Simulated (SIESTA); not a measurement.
The system is C.

```xyz
2
Lattice="0.0000 1.7834 1.7834 1.7834 0.0000 1.7834 1.7834 1.7834 0.0000" Properties=species:S:1:pos:R:3 pbc="T T T"
C     2.6751    2.6751    2.6751
C     1.7834    1.7834    1.7834
```

This isn't the form of C at room conditions, which is graphite.

Base run:

```yaml
Program: SIESTA 5.4.2
Functional: PBE
Potentials_or_basis: PseudoDojo 0.4 standard (PBE files)
Basis: TZP (energy shift 0.003 Ry)
Grid_cutoff: 500 Ry
Energy_shift: 0.003 Ry
k_mesh: 13 × 13 × 13
Occupations: fermi-dirac, width 0.05 eV
Spin: no spin polarisation
```

Its results: band gap on the k mesh 4.27 eV, indirect (least direct gap 5.65 eV); pressure 6.1 GPa.

**Question.** The run is repeated on the same cell with these changes: functional from PBE to vdW-DF-cx; basis from TZP (energy shift 0.003 Ry) to DZP (energy shift 0.003 Ry). What comes out?

**Answer.** Band gap on the k mesh 4.23 eV, indirect (least direct gap 5.67 eV); pressure 8.4 GPa.

Several settings changed at once, so the effect can't be laid on one alone.

Caveats: the basis of atomic orbitals isn't converged, which shifts pressures, moduli and gaps; the potentials were made for another functional, which shifts forces and pressure (some runs).
